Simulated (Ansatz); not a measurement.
A single-point calculation of BaF2 on the sites of the fluorite structure (relaxed group Fm-3m) with the PAW code Ansatz, at the level PBE+SOC. Cell and atoms come from a relaxation with r2SCAN.

Input (YAML):
```yaml
crystal:
  lattice:
    - [0.0, 3.0971615099, 3.0971615099]
    - [3.0971615099, 0.0, 3.0971615099]
    - [3.0971615099, 3.0971615099, 0.0]
  atoms:
    - { symbol: Ba, position: [0.0, 0.0, 0.0] }
    - { symbol: F, position: [0.75, 0.75, 0.75] }
    - { symbol: F, position: [0.25, 0.25, 0.25] }
kpoints:
  mp_grid: { grid: [8, 8, 8] }
  band_path:
    path:
      - [0.0, 0.0, 0.0]
      - [0.5, 0.0, 0.5]
      - [0.625, 0.25, 0.625]
      - [0.375, 0.375, 0.75]
      - [0.5, 0.5, 0.5]
      - [0.5, 0.25, 0.75]
      - [0.0, 0.229167, -0.229167]
    npoints: 1
hamiltonian:
  xc: pbe
scf:
  occupations: { method: fixed }
  n_extra_bands: 8
magnetization:
  noncollinear: true
  spin_orbit: true
output:
  forces: true
  stress: true
  eigenvalues: true
```

Wall time 23 s on 1 × NVIDIA H100 80GB HBM3 with 2 threads of AMD EPYC 7R13 Processor (Zen 3), with other jobs on the host, load about 2.4 per core; peak host memory 1.2 GiB.

The output, standing remarks left out:
```
scf.n_extra_bands = 8 over 24 filled bands (N_el = 24.0): the run solves 32 bands
Functional definition: PBE
Crystal: 3 atoms, lattice volume = 59.418 Å³
Basis set: ecut = 420 eV, 1211 PW (Γ)
Symmetry: 48 space group operations + 48 with time reversal
Magnetic group: BNS 225.117 (UNI 1619)
k-points: 29 of 512
preconditioner: auto → none  [insulator: Δε(μ)=4.384 eV  ℏωp=22.6 eV]
NSCF: frozen V_eff on 7 k-points
Free energy (F): -7577.168436 eV
Fermi energy:    3.169128 eV
--- Stress (GPa, compression-positive) ---
        1.434269       0.000000       0.000000
        0.000000       1.434269       0.000000
        0.000000       0.000000       1.434269
  P = ⅓ Tr σ = 1.4343 GPa (14.343 kbar)
```

Levels at the listed points, from bands.tsv (eV from the Fermi energy, bands near the gap, counted from 0):
```tsv
# k_distance	band_14	band_15	band_16	band_17	band_18	band_19	band_20	band_21	band_22	band_23	band_24	band_25	band_26	band_27	band_28	band_29	band_30	band_31
# fermi_ev = 3.169128
# [0, 0, 0] at k_distance = 0.000000
# [0.5, 0, 0.5] at k_distance = 1.014346
# [0.625, 0.25, 0.625] at k_distance = 1.372971
# [0.375, 0.375, 0.75] at k_distance = 1.994129
# [0.5, 0.5, 0.5] at k_distance = 2.615286
# [0.5, 0.25, 0.75] at k_distance = 3.332537
# [0, 0.229167, -0.229167] at k_distance = 4.963965
# levels_relative_to = fermi_ev
0.000	-1.487	-1.487	-1.487	-1.487	-0.199	-0.199	-0.069	-0.069	-0.069	-0.069	6.829	6.829	9.270	9.270	9.270	9.270	11.447	11.447
1.014	-0.415	-0.415	-0.390	-0.390	-0.350	-0.350	-0.261	-0.261	-0.171	-0.171	7.305	7.305	9.084	9.084	10.770	10.770	11.999	11.999
1.373	-0.572	-0.572	-0.549	-0.549	-0.342	-0.342	-0.236	-0.236	-0.169	-0.169	7.564	7.564	9.441	9.441	9.979	9.979	10.745	10.745
1.994	-0.572	-0.572	-0.549	-0.549	-0.342	-0.342	-0.236	-0.236	-0.169	-0.169	7.564	7.564	9.441	9.441	9.979	9.979	10.745	10.745
2.615	-1.083	-1.083	-0.670	-0.670	-0.400	-0.400	-0.240	-0.240	-0.113	-0.113	9.157	9.157	9.253	9.253	9.291	9.291	9.540	9.540
3.333	-0.639	-0.639	-0.388	-0.388	-0.315	-0.315	-0.311	-0.311	-0.228	-0.228	7.570	7.570	9.808	9.808	9.954	9.954	9.996	9.996
4.964	-0.982	-0.982	-0.786	-0.786	-0.608	-0.608	-0.328	-0.328	0.002	0.002	8.260	8.260	9.174	9.174	9.576	9.576	10.367	10.367
```
In order the rows are Γ, X, U, K, L, W, K–Γ (0.39).

With PBE+SOC the valence top lies at K–Γ (0.39 of the way from K) and the conduction bottom at Γ, 6.83 eV higher; the smallest vertical gap, at Γ, is 6.90 eV. The gap is the least over the mesh and the extra points. The mean pressure is +1.43 GPa (compression positive), so PBE+SOC would enlarge the cell's volume.

No magnetic order and no zero-point or thermal motion.
